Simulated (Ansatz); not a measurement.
**Relaxation of GeH₂**

All numbers below come from DFT PBEsol, scalar-relativistic, plane waves, PAW in Ansatz. Run with 420 eV cutoff, 16×16×16 k-mesh, Gaussian smearing of 0.10 eV, no spin polarisation.

What was changed in HfH2: Hf → Ge on all its sites, cell and atoms relaxed.

Command:

```bash
ansatz run input.yaml --threads 1 --pin off --max-ram 2560MiB --backend cpu --events-out ev --progress --plain --runs-dir out
```

Input:

```yaml
crystal:
  lattice:
    - [-1.7604083162, 1.7604083162, 2.2315307447]
    - [1.7604083162, -1.7604083162, 2.2315307447]
    - [1.7604083162, 1.7604083162, -2.2315307447]
  atoms:
    - { symbol: Ge, position: [0.0, 0.0, 0.0] }
    - { symbol: H, position: [0.75, 0.25, 0.5] }
    - { symbol: H, position: [0.25, 0.75, 0.5] }
basis:
  ecutwfc: 420
kpoints:
  mp_grid: { grid: [16, 16, 16] }
hamiltonian:
  xc: pbesol
scf:
  occupations: { method: gaussian, width: 0.1 }
output:
  forces: true
  stress: true
  eigenvalues: true
relax:
  adjacent_minimum: "off"
  f_tol: 0.01
  max_steps: 60
  cell: { stress_tol: 0.1 }
```

F is the free energy. Steps run on the plane waves of an earlier cell, but the last one, and at times one on the way, on a freshly chosen basis, so a repeated geometry can differ a little in energy.

Steps:

```tsv
step	F − F(1) (eV)	largest force component (eV/Å)	V (Å³/atom)	P (GPa)
1	0.0000	0.000	9.221	-0.50
2	-0.0016	0.000	9.129	0.33
3	-0.0030	0.000	9.147	0.37
4	-0.0031	0.000	9.245	0.09
5	-0.0034	0.000	9.255	0.00
6	-0.0018	0.000	9.239	-0.44
7	-0.0038	0.000	9.248	-0.02
8	-0.0038	0.000	9.228	-0.03
9	-0.0039	0.000	9.235	0.01
10	-0.0043	0.000	9.235	0.02
```

Relaxed structure:

```cif
data_structure
_symmetry_space_group_name_H-M 'P 1'
_symmetry_Int_Tables_number 1
_cell_length_a 3.3748
_cell_length_b 3.3748
_cell_length_c 3.3748
_cell_angle_alpha 118.664
_cell_angle_beta 118.664
_cell_angle_gamma 92.329
_cell_volume 27.70
loop_
_atom_site_label
_atom_site_type_symbol
_atom_site_fract_x
_atom_site_fract_y
_atom_site_fract_z
_atom_site_occupancy
Ge1 Ge 0.00000 0.00000 0.00000 1
H1 H 0.75000 0.25000 0.50000 1
H2 H 0.25000 0.75000 0.50000 1
```

Symmetry: I4/mmm, No. 139, tetragonal system. The conventional cell has a = 3.443 Å, b = 3.443 Å, c = 4.675 Å, α = 90.00°, β = 90.00°, γ = 90.00°. Around Ge (site symmetry 4/mmm) lie 8 H at 2.08 Å. H (site symmetry -4m2) has 4 Ge at 2.08 Å and 2 H at 2.34 Å as nearest neighbours.

The run converged. Time: 65 s on 1 thread of Arm Neoverse V1, on a shared host, peak memory 0.41 GiB.